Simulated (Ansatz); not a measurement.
# BeS: how the settings move a single-point run

How sensitive is a single-point run of BeS to its settings? A reference run comes first, then one run with altered input.

The COD entry's cell or inner coordinates are ideal or old and differ from later refinements, so a difference from it is no clean test against experiment.

Method: reference: DFT, PBEsol, all-electron LAPW, scalar-relativistic, in Ansatz 0.2.0.

## (1) The starting structure

Symmetry: F-43m, No. 216, cubic system. Conventional cell: a = 4.914 Å, b = 4.914 Å, c = 4.914 Å, α = 90.00°, β = 90.00°, γ = 90.00°. Around Be (site symmetry -43m) lie 4 S at 2.13 Å. S (site symmetry -43m) has 4 Be at 2.13 Å in its first shell of neighbours.

As a file:

```cif
data_structure
_symmetry_space_group_name_H-M 'P 1'
_symmetry_Int_Tables_number 1
_cell_length_a 3.4746
_cell_length_b 3.4746
_cell_length_c 3.4746
_cell_angle_alpha 60.000
_cell_angle_beta 60.000
_cell_angle_gamma 60.000
_cell_volume 29.66
loop_
_atom_site_label
_atom_site_type_symbol
_atom_site_fract_x
_atom_site_fract_y
_atom_site_fract_z
_atom_site_occupancy
Be1 Be 0.00000 0.00000 0.00000 1
S1 S 0.75000 0.75000 0.75000 1
```

## (2) Reference

File input.yaml:

```yaml
crystal:
  lattice:
    - [0.0, 2.4569115543, 2.4569115543]
    - [2.4569115543, 0.0, 2.4569115543]
    - [2.4569115543, 2.4569115543, 0.0]
  atoms:
    - { symbol: Be, position: [0.0, 0.0, 0.0] }
    - { symbol: S, position: [0.75, 0.75, 0.75] }
kpoints:
  mp_grid: { grid: [9, 9, 9] }
scf:
  occupations: { method: fermi_dirac, width: 0.02 }
hamiltonian:
  xc: pbesol
  pseudopotentials: { kind: all_electron, lapw: { basis_error: 0.00025 } }
output:
  forces: true
  stress: true
  eigenvalues: true
```

Command:

```bash
$ ansatz run input.yaml --threads 1 --pin off --max-ram 2048MiB --backend cpu --events-out ev --progress --plain --runs-dir out
```

## (3) Variant: xc_grid 3

Edit input.yaml of step 2 so:

```diff
@@ -19 +19,3 @@
   eigenvalues: true
+basis:
+  xc_grid: 3
```

Before running it: what results should come out? Wanted: for each run, ending; energy change; pressure; gap; force.

The runs gave:

```csv
run,ending,energy change,pressure (GPa),gap (eV),force (eV/Å),cycles,time
reference,converged,0,-4.2,3.10,0.00,6,2.7 s
1: xc_grid 3,converged,0.0 meV/atom,-4.2,3.10,0.00,6,2.6 s
```

Residual by cycle in the longest SCF loop of each run; runs are numbered as in the table. The quantity is the density residual dr2, in eV.

```csv
cycle,reference,run 1
1,0.51,0.51
2,0.0675,0.0675
3,0.00485,0.00485
4,1.2e-4,1.2e-4
5,3.8e-7,3.8e-7
6,3.0e-9,3.0e-9
```

**Reading.** The changed input (numerical grids) leaves the energy the same to the digits printed.

These are semilocal Kohn-Sham gaps, which aren't the measured quantity. Such gaps usually fall short of the measured ones.
